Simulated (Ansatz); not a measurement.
AgI: strain energy, fitted

AgI, P6_3mc, a = 4.686 Å, c = 7.661 Å. The compound has several low-lying forms, and this is one of them. Ansatz: PBE, PAW, 420 eV, Γ-centred 6×6×4 mesh on 4 atoms, Gaussian smearing 0.02 eV; no spin polarisation. Series: biaxial strain in the a-b plane, c and atoms relaxed; x is the strain in per cent. y is the free energy over the unstrained cell, V0 = 36.427 Å³/atom.

| x (%) | y (meV/atom) |
| --- | --- |
| -4.5 | 16.47 |
| -3.0 | 7.35 |
| -1.5 | ? |
| 0.0 | 0.00 |
| 1.5 | 1.92 |
| 3.0 | 7.53 |
| 4.5 | 16.62 |

Problem. Fit y = c2 x² + c3 x³ to the other rows, turn c2 into a modulus, and predict the missing energy.

Solution. Least squares on the rows shown. y = 0.81880 x² + 0.0010395 x³. In eV per unit strain² c2 is 8.188; M is the biaxial modulus (E = M V0 ε²): 8.188 × 160.2 / (36.427) = 36 GPa. At x = -1.5 the fit asked for gives 1.84 meV/atom. The run gave 1.83 meV/atom, so the fit is 0.01 meV/atom too high, within the rms miss on the fitted rows (0.07 meV/atom).